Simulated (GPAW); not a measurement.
Runs of GPAW 26.7.0 on HgTe (Coloradoite). It takes space group F-43m (No. 216, cubic). The conventional cell has a = 6.429 Å, b = 6.429 Å, c = 6.429 Å, α = 90.00°, β = 90.00°, γ = 90.00°. Around Hg (site symmetry -43m) lie 4 Te at 2.78 Å. Te (site symmetry -43m) is surrounded by 4 Hg at 2.78 Å. 

| task | level | potentials or basis | spin | cell | k mesh | optimizer | fmax | max steps | convergence | band path | gap on the mesh (eV) | pressure (GPa) | relaxed volume (Å³/atom) |
| --- | --- | --- | --- | --- | --- | --- | --- | --- | --- | --- | --- | --- | --- |
| relaxation of cell and atoms | PBEsol+D3 | PAW data sets generated in the run's folder for this functional, pw | off | relaxed | 7 × 7 × 7 | BFGS | 0.02 eV/Å | 60 | density=1e-05 forces=0.0001 | - | none | 0.0 | 33.33 |
| relaxation of cell and atoms | PBEsol+D3(BJ) | PAW data sets generated in the run's folder for this functional, pw | off | relaxed | 7 × 7 × 7 | BFGS | 0.02 eV/Å | 60 | density=1e-05 forces=0.0001 | - | none | 0.0 | - |
| band structure | PBEsol | PAW data sets generated in the run's folder for this functional, pw | SOC, no magnetisation | as given | 7 × 7 × 7 | - | - | - | - | GXWKGLUWLK,UX | - | 1.7 | - |
| relaxation of cell and atoms | PBEsol+D3(BJ)+ATM | PAW data sets generated in the run's folder for this functional, pw | off | relaxed | 7 × 7 × 7 | BFGS | 0.02 eV/Å | 60 | density=1e-05 forces=0.0001 | - | none | 0.0 | (b) |
| band structure | OLYP | PAW data sets generated in the run's folder for this functional, pw | SOC, no magnetisation | as given | 6 × 6 × 6 | - | - | - | - | GXWKGLUWLK,UX | - | 6.1 | - |
| relaxation of cell and atoms | PBEsol+D4 | PAW data sets generated in the run's folder for this functional, pw | off | relaxed | 7 × 7 × 7 | BFGS | 0.02 eV/Å | 60 | density=1e-05 forces=0.0001 | - | none | 0.0 | (a) |
| relaxation of cell and atoms | PBEsol | PAW data sets generated in the run's folder for this functional, pw | off | relaxed | 7 × 7 × 7 | BFGS | 0.02 eV/Å | 60 | density=1e-05 forces=0.0001 | - | none | 0.1 | 34.42 |

Alike in all rows: cutoff (eV) 600; smearing fermi-dirac 0.05 eV.

Problem. Fill in the values left out.

Solution. (a) 33.68; (b) 33.36.

Caveats: later steps reuse the first step's grids (some runs); pairwise dispersion overbinds metals, which lowers pressure and volume (some runs); spin-orbit coupling was added after a scalar SCF, so levels and gaps hold it while energy, forces, pressure and moments don't (some runs); this program's spin-orbit splittings come out too wide for heavy elements (some runs); the relaxation stopped at its first step, so nothing moved (some runs).

A k mesh can miss the band edges, and rows without SOC leave out spin-orbit coupling on Hg, Te.

A gap of «none» marks a metal or a gap under the smearing width.
